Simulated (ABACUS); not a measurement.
Wanted: the native input for an ABACUS 3.10.1 run.

* Task: single point
* Functional: PBE0-type (share 0.25)
* Potentials or basis: SG15 ONCV 1.2 PBE
* Cutoff: 1361 eV
* Density cutoff: 5442 eV
* Basis: DZP LCAO (the cutoffs set its grid)
* k mesh: 5 × 5 × 5
* Occupations: fermi-dirac, width 0.05 eV
* Spin: collinear spin, ferromagnetic start
* Starting moments: [1.0, 0.0] μB
* Radial cutoff of the potentials (pseudo_rcut): 7 bohr
* Orbital files: Ni Ni_confined-atom_7au_3s2p2d1f.orb, O O_confined-atom_6au_2s2p1d.orb
* SCF threshold on the density: 1e-07
* Max SCF steps: 100
* Eigensolver: genelpa
* Mixing: broyden
* Mixing share: 0.4
* Symmetry key: 1
* Share of exact exchange: 0.25
* Threshold of the auxiliary basis: 0.001
* Range of the exchange potential (exx_ccp_rmesh_times): 2.5

NiO:

```xyz
2
Lattice="0.0000 2.0859 2.0859 2.0859 0.0000 2.0859 2.0859 2.0859 0.0000" Properties=species:S:1:pos:R:3 pbc="T T T"
Ni    0.0000    0.0000    0.0000
O     2.0859    2.0859    2.0859
```

The input as run:

INPUT

```
INPUT_PARAMETERS
suffix              NiO
calculation         scf
basis_type          lcao
pseudo_dir          ./
orbital_dir         ./
symmetry            1
dft_functional      pbe0
ecutwfc             100
pseudo_rcut         7
nspin               2
nbands              17
ks_solver           genelpa
smearing_method     fd
smearing_sigma      0.00367493
scf_thr             1e-07
scf_nmax            100
mixing_type         broyden
mixing_beta         0.4
exx_hybrid_alpha    0.25
exx_separate_loop   1
scf_ene_thr         1e-05
exx_pca_threshold   0.001
exx_ccp_rmesh_times 2.5
out_mul             1
```

STRU

```
ATOMIC_SPECIES
Ni 58.6934 Ni_ONCV_PBE-1.2.upf
O 15.9990 O_ONCV_PBE-1.2.upf

NUMERICAL_ORBITAL
Ni_confined-atom_7au_3s2p2d1f.orb
O_confined-atom_6au_2s2p1d.orb

LATTICE_CONSTANT
1.8897261246

LATTICE_VECTORS
0.0000000000 2.0859016414 2.0859016414
2.0859016414 0.0000000000 2.0859016414
2.0859016414 2.0859016414 0.0000000000

ATOMIC_POSITIONS
Direct

Ni
0.0
1
0.0000000000 0.0000000000 0.0000000000 1 1 1 mag 1

O
0.0
1
0.5000000000 0.5000000000 0.5000000000 1 1 1 mag 0
```

KPT

```
K_POINTS
0
Gamma
5 5 5 0 0 0
```

Potentials or basis: SG15 ONCV 1.2 PBE, DZP LCAO (the cutoffs set its grid).

Command:

```console
$ OMP_NUM_THREADS=8 abacus > log
```

Results of the run:

| Property | Result |
| --- | --- |
| Band gap on the k mesh | 3.06 eV, indirect (least direct gap 3.91 eV) |
| Net moment | 2.00 μB per cell |
| Absolute moment | 2.03 μB per cell |
| Site moments | Ni +1.74; O +0.26 μB |
| Mulliken charges | Ni +0.62; O -0.62 e |

Caveat: the k mesh is coarse (spacing up to 0.52 Å⁻¹), so the values aren't converged, least of all with exact exchange; the atomic orbitals were generated for these runs and aren't a published set; gaps of hybrids in this basis differ from plane-wave ones by up to 0.1 eV; Mulliken charges move with the basis; an odd mesh through Γ misses points on the zone boundary, where band edges often lie; the basis of atomic orbitals isn't converged, which shifts pressures, moduli and gaps; a cell with one magnetic atom can't hold antiferromagnetic order, which such compounds often take.

Wall time 6.6 min on 8 threads of AMD EPYC 9R45 96-Core Processor (Zen 5), with other jobs on the host, peak memory 8.2 GiB.
